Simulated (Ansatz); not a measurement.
## BN in Ansatz: the effect of functional

The system is BN.

```
N B
1.0
     2.50180    0.00000    0.00000
    -1.25090    2.16663    0.00000
     0.00000    0.00000    4.14057
N B
2 2
Direct
  0.33333 0.66667 0.12528
  0.66667 0.33333 0.62528
  0.33333 0.66667 0.49972
  0.66667 0.33333 0.99972
```

Measurements of this composition are mostly on another form, of space group No. 194.

The cell isn't the ideal one: volume scaled by 0.94.

Alike in all runs:

```yaml
Program: Ansatz 0.2.0
Task: single point
Potentials_or_basis: Ansatz PAW
k_mesh: 12 × 12 × 6
Occupations: fermi-dirac, width 0.05 eV
Spin: no spin polarisation
```

| functional | cutoff | gap on the mesh (eV) | pressure (GPa) | largest force (eV/Å) |
| --- | --- | --- | --- | --- |
| LDA | 420 eV (not typed: the program's choice for these potentials) | 4.89 | 10.7 | 0.03 |
| PBEsol | 420 eV (not typed: the program's choice for these potentials) | ? | ? | ? |
| r2SCAN | 500 eV (not typed: the program's choice for these potentials) | 5.67 | 21.2 | 0.03 |

**Question.** What does the run with functional PBEsol give?

**Answer.** gap on the mesh 4.88 eV; pressure 19.4 GPa; largest force 0.04 eV/Å.

Caveats: the PAW data sets come from PBE, with cores solved anew for the run's functional, which leaves a small shift of forces and pressure.

A k mesh can miss the band edges.
